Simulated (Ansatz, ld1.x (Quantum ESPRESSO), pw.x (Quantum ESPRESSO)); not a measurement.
What a changed setting does to a pw.x run (bcc Mn)

Potential: norm-conserving Troullier–Martins (Kleinman–Bylander form), ld1.x (Quantum ESPRESSO) 7.5, LDA (PW92); core [Ar], reference 3d5 4s2 4p0; waves: 4s (bound): rc 3.12 bohr; 4p (bound, empty): rc 2.95 bohr; 3d (bound): rc 2.00 bohr; local part: all-electron potential smoothed inside 2.10 bohr (lloc = -1); core correction: a·sin(br)/r model core, default radius (core density twice the valence density).

The reference run (k-mesh 17³, cutoffs 135/540 Ry, Fermi–Dirac 0.01 Ry, mixing_beta 0.4, conv_thr 1e-9, no spin) gives -2.49 GPa at 10.138 Å³/atom, where all-electron LAPW gives 0.21 GPa. This run, with its own iteration cap, changes smearing to gauss.

```
&control
  calculation='scf', prefix='x', pseudo_dir='./', outdir='./tmp', tstress=.true., disk_io='none'
/
&system
  ibrav=0, nat=1, ntyp=1, ecutwfc=135, ecutrho=540, nbnd=11,
  occupations='smearing', smearing='gauss', degauss=0.01
/
&electrons
  conv_thr=1e-09, mixing_beta=0.4, electron_maxstep=70
/
ATOMIC_SPECIES
Mn 1.0 Mn.UPF
CELL_PARAMETERS angstrom
  -1.36342347 1.36342347 1.36342347
  1.36342347 -1.36342347 1.36342347
  1.36342347 1.36342347 -1.36342347
ATOMIC_POSITIONS crystal
Mn 0.0000 0.0000 0.0000
K_POINTS automatic
17 17 17 0 0 0
```

```bash
pw.x < Mn.scf.in > Mn.scf.out
```

Question: How does the run end?

Answer: It converges in 7 iterations; the free energy moves by +50.3 meV/atom and the pressure by -1.18 GPa. Gaussian smearing of the same width is narrower in effect than Fermi–Dirac, so its quadratic term in F is smaller.

```
Message from routine setup:
     using ibrav=0 with symmetry is DISCOURAGED, use correct ibrav instead
     lattice parameter (alat)  =       4.4626  a.u.
     unit-cell volume          =      68.4146 (a.u.)^3
     number of electrons       =         7.00
     number of Kohn-Sham states=           11
     kinetic-energy cutoff     =     135.0000  Ry
     charge density cutoff     =     540.0000  Ry
     scf convergence threshold =      1.0E-09
     Exchange-correlation= PW
     number of k points=   165  Gaussian smearing, width (Ry)=  0.0100
     iteration #  1     ecut=   135.00 Ry     beta= 0.40
     total energy              =     -39.74571607 Ry
     estimated scf accuracy    <       0.07410026 Ry
     iteration #  2     ecut=   135.00 Ry     beta= 0.40
     total energy              =     -39.75929527 Ry
     estimated scf accuracy    <       0.00165549 Ry
     iteration #  3     ecut=   135.00 Ry     beta= 0.40
     total energy              =     -39.75921058 Ry
     estimated scf accuracy    <       0.00053245 Ry
     iteration #  4     ecut=   135.00 Ry     beta= 0.40
     total energy              =     -39.75921955 Ry
     estimated scf accuracy    <       0.00000014 Ry
     iteration #  5     ecut=   135.00 Ry     beta= 0.40
     total energy              =     -39.75921959 Ry
     estimated scf accuracy    <       0.00000004 Ry
     iteration #  6     ecut=   135.00 Ry     beta= 0.40
     total energy              =     -39.75921959 Ry
     estimated scf accuracy    <          1.6E-09 Ry
     iteration #  7     ecut=   135.00 Ry     beta= 0.40
     the Fermi energy is    15.7040 ev
!    total energy              =     -39.75921959 Ry
     estimated scf accuracy    <          5.4E-12 Ry
     smearing contrib. (-TS)   =      -0.00128645 Ry
     The total energy is F=E-TS. E is the sum of the following terms:
     one-electron contribution =      11.52388658 Ry
     hartree contribution      =       2.94985314 Ry
     xc contribution           =     -19.62607415 Ry
     ewald contribution        =     -34.60559870 Ry
     convergence has been achieved in   7 iterations
          total   stress  (Ry/bohr**3)                   (kbar)     P=      -36.71
     Message from routine punch:
     Nothing written, as per user request (disk_io='none')
```

The run took about 29 s on one core of a shared host (Neoverse-V2, 192 threads, 742 GiB, load 38).
